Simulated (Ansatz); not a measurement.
KI built on the h-MgO prototype, relaxed with r2SCAN: 3 runs in the plane-wave code Ansatz, each a calculation of independent-particle optics. The symmetry is P6_3/mmc (No. 194, hexagonal); a = 6.039 Å, c = 7.039 Å in the conventional setting, 55.58 Å³ an atom. Around K lie 5 I at 3.49–3.52 Å; around I lie 5 K at 3.49–3.52 Å. These are computed values for a spin-unpolarised cell that may be hypothetical; none is a measurement.

```xyz
4
Lattice="6.0388 0.0000 0.0000 -3.0194 5.2298 0.0000 0.0000 0.0000 7.0391" Properties=species:S:1:pos:R:3 pbc="T T T"
K     0.0000    3.4865    1.7598
K     3.0194    1.7433    5.2793
I     3.0194    1.7433    1.7598
I     0.0000    3.4865    5.2793
```

On meshes this coarse, single peaks can be features of the mesh. No local fields, no excitons; the zone sum runs over the cells of the mesh, and ε∞ includes the bands left out of the spectrum. Up to four peaks are listed, those above 15 % of the tallest and inside the complete range; the four can differ from row to row. Rows marked drawn have settings drawn at random (some not listed).

```json
{"functional": "PBE", "k mesh": "6×6×4", "broadening (eV)": "0.1", "scissors (eV)": "0.00", "range (eV)": "0–18", "settings": "chosen", "direct gap on the mesh before scissors (eV)": "3.79", "ε∞ xx": "2.73", "ε∞ yy": "2.73", "ε∞ zz": "2.81", "complete up to (eV)": "18.0", "tallest peaks of mean ε₂ (eV)": "5.90 6.55 7.20 7.45"}
{"functional": "PBE", "k mesh": "6×6×4", "broadening (eV)": "0.1", "scissors (eV)": "0.95 (to HSE06)", "range (eV)": "0–18", "settings": "chosen", "direct gap on the mesh before scissors (eV)": "3.79", "ε∞ xx": "2.54", "ε∞ yy": "2.54", "ε∞ zz": "2.61", "complete up to (eV)": "18.0", "tallest peaks of mean ε₂ (eV)": "6.85 7.50 8.15 8.40"}
{"functional": "LDA", "k mesh": "6×6×2", "broadening (eV)": "0.25", "scissors (eV)": "1.00", "range (eV)": "0.5–10", "settings": "drawn", "direct gap on the mesh before scissors (eV)": "3.49", "ε∞ xx": "2.61", "ε∞ yy": "2.61", "ε∞ zz": "2.70", "complete up to (eV)": "10.0", "tallest peaks of mean ε₂ (eV)": "6.70 8.05"}
```

Spin-orbit coupling is left out, which matters wherever the heavy atoms make up the band edges.
